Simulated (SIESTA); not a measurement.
Wanted: an ASE script for a SIESTA 5.4.2 run.

- Task: band structure
- Functional: BLYP
- Potentials or basis: PseudoDojo 0.4 standard (PBE files)
- Basis: DZP (energy shift 0.003 Ry; two zetas on semicore shells)
- Grid cutoff: 800 Ry
- Energy shift: 0.003 Ry
- k mesh: 10 × 10 × 8
- Occupations: fermi-dirac, width 0.05 eV
- Spin: no spin polarisation

The system is MoP.

```
Mo P
1.0
     3.22300    0.00000    0.00000
    -1.61150    2.79120    0.00000
     0.00000    0.00000    3.19100
Mo P
1 1
Direct
  0.00000 0.00000 0.00000
  0.33333 0.66667 0.50000
```

The input as run:

run.py

```python
from ase import Atoms
from ase.calculators.siesta import Siesta
from ase.units import Ry, GPa

atoms = Atoms(
    ['Mo', 'P'],
    cell=[
        [3.223, 0.0, 0.0],
        [-1.6115, 2.7911998764, 0.0],
        [0.0, 0.0, 3.191],
    ],
    scaled_positions=[
        [0.0, 0.0, 0.0],
        [0.3333333333, 0.6666666667, 0.5],
    ],
    pbc=True,
)

fdf = {
    'SCFMustConverge': False,
    'OccupationFunction': 'FD',
    'ElectronicTemperature': '0.05 eV',
    'MaxSCFIterations': '120',
    'SCF.Mixer.Method': 'Pulay',
    'SCF.Mixer.Weight': '0.25',
    'SCF.Mixer.History': '8',
    'SCF.DM.Tolerance': '5.0e-05',
    'SCF.H.Tolerance': '1.0e-03 eV',
    'WriteForces': 'true',
    'Charge.Mulliken': 'end',
    'BandLinesScale': 'ReciprocalLatticeVectors',
    'BandLines': ['  1    0.000000   0.000000   0.000000  \\Gamma', ' 10    0.500000   0.000000   0.000000  M', '  6    0.333333   0.333333   0.000000  K', ' 11    0.000000   0.000000   0.000000  \\Gamma', '  9    0.000000   0.000000   0.500000  A', ' 10    0.500000   0.000000   0.500000  L', '  6    0.333333   0.333333   0.500000  H', ' 11    0.000000   0.000000   0.500000  A', '  1    0.500000   0.000000   0.500000  L', '  9    0.500000   0.000000   0.000000  M', '  1    0.333333   0.333333   0.000000  K', '  9    0.333333   0.333333   0.500000  H'],
    'PAO.Basis': ['Mo.1 5', 'n=4 0 2', '  3.234 0.000', 'n=5 0 2', '  8.808 0.000', 'n=4 1 2', '  3.737 0.000', 'n=5 1 1', '  8.808', 'n=4 2 2', '  6.830 0.000'],
}
calc = Siesta(
    label="MoP",
    command="siesta < PREFIX.fdf > PREFIX.out",
    pseudo_path="pseudos",
    pseudo_qualifier="",
    xc=('GGA', 'BLYP'),
    basis_set="DZP",
    mesh_cutoff=800 * Ry,
    energy_shift=0.003 * Ry,
    kpts=[10, 10, 8],
    spin="non-polarized",
    fdf_arguments=fdf,
)
atoms.calc = calc

print(f"energy = {atoms.get_potential_energy():.6f} eV")
free = atoms.get_potential_energy(force_consistent=True)
print(f"free energy = {free:.6f} eV")
print("forces (eV/A):")
print(atoms.get_forces(apply_constraint=False).round(6))
print("stress (GPa, Voigt order, tension positive):", (atoms.get_stress() / GPa).round(4))
```

Potentials or basis: PseudoDojo 0.4 standard (PBE files), DZP (energy shift 0.003 Ry; two zetas on semicore shells).

The run is started by

```bash
$ python run.py
```

Results of the run:

* Pressure: 16.7 GPa
* Band gap on the k mesh: none (metal or under the smearing width)

Caveat: so large a pressure means that the cell lies far from this level's equilibrium, or that cutoff or potentials fall short; the potentials were made for another functional, which shifts forces and pressure; the basis of atomic orbitals isn't converged, which shifts pressures, moduli and gaps.

It took 78 s on 1 thread of Intel(R) Xeon(R) Platinum 8559C (Emerald Rapids), with other jobs on the host, peak memory 0.34 GiB.
